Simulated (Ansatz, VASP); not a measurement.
# One calculation of KF, two programs

Contents of INCAR:

```
SYSTEM = KF
PREC = Accurate
ENCUT = 520
EDIFF = 1E-6
ISMEAR = 0
SIGMA = 0.01
LREAL = .False.
LASPH = .True.
NELM = 80
ALGO = Normal
ISIF = 2
LWAVE = .False.
LCHARG = .True.
GGA = CA
LELF = .True.
LVHAR = .True.
NBANDS = 15
```

KPOINTS

```
Automatic mesh
0
Gamma
  8 8 8
  0 0 0
```

The input POSCAR:

```
KF
1.0
    3.0832301891      0.0000000000      0.0000000000
    0.0000000000      3.0832301891      0.0000000000
    0.0000000000      0.0000000000      3.0832301891
K F
1 1
Direct
    0.0000000000      0.0000000000      0.0000000000
    0.5000000000      0.5000000000      0.5000000000
```

Input for Ansatz:

```yaml
crystal:
  lattice:
    - [3.08323018911, 0.0, 0.0]
    - [0.0, 3.08323018911, 0.0]
    - [0.0, 0.0, 3.08323018911]
  atoms:
    - { symbol: K, position: [0.0, 0.0, 0.0] }
    - { symbol: F, position: [0.5, 0.5, 0.5] }
kpoints:
  mp_grid: { grid: [8, 8, 8] }
scf:
  occupations: { method: fixed }
hamiltonian:
  xc: lda
  pseudopotentials: { kind: all_electron, lapw: { basis_error: 0.001 } }
output:
  forces: true
  stress: true
  eigenvalues: true
  eigenstates:
    nscf_kmesh: { grid: [12, 12, 12] }
    de_dk: true
    e_range: [-4, 11.2227194668]
  optics:
    e_range: [0, 30]
    de: 0.2
    sigma: 0.25
    bands: { spectra_wanted_up_to: 30 }
    nscf_kmesh: { grid: [12, 12, 12] }
checkpoint:
  write: ck
  write_wavefunctions: false
```

The cell comes from a database or a generator and needn't be the stable form of this composition.

Alike in both runs: task single point; functional LDA; k mesh 8 × 8 × 8; no spin polarisation.

|  | VASP | Ansatz |
| --- | --- | --- |
| version | VASP 6.6.1 | Ansatz 0.2.0 |
| potentials or method | VASP PAW LDA potentials, release 64 (K_sv, F) | all-electron LAPW, scalar-relativistic |
| plane-wave cutoff (eV) | 520 | see its input |
| occupations | gaussian, width 0.01 eV | fixed |

VASP gave:

- gap on the k mesh at the Fermi level (eV): 7.20
- pressure (GPa): 0.4

Question: Which values does Ansatz return?

Answer: gap on the k mesh at the Fermi level (eV): 7.21; pressure (GPa): 0.0.

Ansatz ran all-electron here, so the differences hold the error of VASP's frozen core and of both bases.

A k mesh can miss the band edges. Expect the measured gap to be larger: semilocal functionals such as LDA lack the derivative discontinuity.
